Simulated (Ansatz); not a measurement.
## MnS under changes of volume

One of the cells (15.133 Å³/atom); the others are scaled copies at fixed shape and fractional positions:

```
CELL_PARAMETERS angstrom
0.00000 2.47346 2.47346
2.47346 0.00000 2.47346
2.47346 2.47346 0.00000
ATOMIC_POSITIONS crystal
Mn 0.00000 0.00000 0.00000
S 0.75000 0.75000 0.75000
```

The cell is a database's computed one.

| Quantity | Value |
| --- | --- |
| Program | Ansatz 0.2.0 |
| Functional | PBEsol |
| Potentials or basis | all-electron LAPW, scalar-relativistic |
| Cutoff | 373 eV (chosen from the basis error) |
| Basis error allowed | 0.0005 eV/atom |
| k mesh | 9 × 9 × 9 |
| Occupations | fermi-dirac, width 0.05 eV |
| Spin | collinear spin, ferromagnetic start |
| Starting moments | [4.0, 0.0] μB |

```tsv
volume (Å³/atom)	energy over the lowest point (meV/atom)	pressure (GPa)	moment (μB per cell)
14.225	12.04	6.8	0.15
14.527	2.77	3.1	0.19
14.830	0.00	-0.1	0.22
15.133	3.05	-3.0	0.24
15.435	?	?	?
15.738	24.23	-7.9	0.28
16.041	41.33	-10.0	0.30
```

Task: What does the run at 15.435 Å³/atom give?

Result: Energy over the lowest point 11.31 meV/atom; pressure -5.6 GPa; moment 0.26 μB per cell.

Worked out: A Birch-Murnaghan fit of order 3 (a polynomial in V^(-2/3)) to the other rows has its minimum at 14.82 Å³/atom with B0 = V·E''(V) = 152 GPa and B' = 4.5. It gives 11.30 meV/atom at 15.435 Å³/atom, against the run's 11.31, and -dE/dV = -5.6 GPa, against -5.6. A parabola through the other rows of the moment, of slope 0.0667 μB per Å³/atom there, gives 0.26 μB, against the run's 0.26.

Energies are extrapolated to zero smearing.

Caveats: the moment fell far below its start of 4 μB, so a state of higher moment may lie lower in energy; the starting moments weren't kept.
